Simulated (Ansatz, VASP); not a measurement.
# One calculation of Ag, two programs

```
Ag
1.0
     0.00000    2.00011    2.00011
     2.00011    0.00000    2.00011
     2.00011    2.00011    0.00000
Ag
1
Direct
  0.00000 0.00000 0.00000
```

Alike in both runs: functional LDA; k mesh 34 × 34 × 34; occupations gaussian, width 0.1 eV; no spin polarisation.

Ansatz relaxed the structure, and its values are those at the end. VASP's run is a single point on that final structure, the one shown.

```csv
,VASP,Ansatz
version,VASP 6.6.1,Ansatz 0.2.0
potentials or method,"VASP PAW LDA potentials, release 64 (Ag)","scalar-relativistic, plane waves, PAW"
plane-wave cutoff (eV),520,420
valence electrons in the cell,11,19
```

Ansatz gave:

- gap on the k mesh at the Fermi level (eV): none
- pressure (GPa): 0.0

Problem. What did VASP give for the same quantities?

Solution. gap on the k mesh at the Fermi level (eV): none; pressure (GPa): 0.2.

A gap of «none» marks a metal or a gap that the smearing closes. The two sets of potentials don't hold the same shells in valence.
